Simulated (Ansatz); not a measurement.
Crystal: AlPt.

```xyz
8
Lattice="4.8789 0.0000 0.0000 0.0000 4.8789 0.0000 0.0000 0.0000 4.8789" Properties=species:S:1:pos:R:3 pbc="T T T"
Pt    4.1224    3.1960    1.6829
Pt    3.1960    1.6829    4.1224
Pt    1.6829    4.1224    3.1960
Pt    0.7565    0.7565    0.7565
Al    0.7610    1.6785    3.2004
Al    1.6785    3.2004    0.7610
Al    3.2004    0.7610    1.6785
Al    4.1180    4.1180    4.1180
```

The cell is a database's computed one.

Base run:

```yaml
Program: Ansatz 0.2.0
Functional: PBEsol
Potentials_or_basis: Ansatz PAW
Cutoff: 420 eV
Density_cutoff: 1680 eV
k_mesh: 5 × 5 × 5
Occupations: fermi-dirac, width 0.05 eV
Spin: no spin polarisation
Hubbard_terms: Pt d U = 8 eV
```

Its results: band gap on the k mesh none (metal or under the smearing width); pressure 0.5 GPa; largest force 0.023 eV/Å.

Question: The run is repeated on the same cell with these changes: hubbard terms from Pt d U = 8 eV to Pt d U = 5 eV. What comes out?

Answer: Band gap on the k mesh none (metal or under the smearing width); pressure -0.5 GPa; largest force 0.014 eV/Å.

Caveats: U without spin polarisation on a metal has little footing; the PAW data sets come from PBE, with cores solved anew for the run's functional, which leaves a small shift of forces and pressure; the U is typed as a test and isn't derived for this compound.

Not every run made on this cell is shown here.
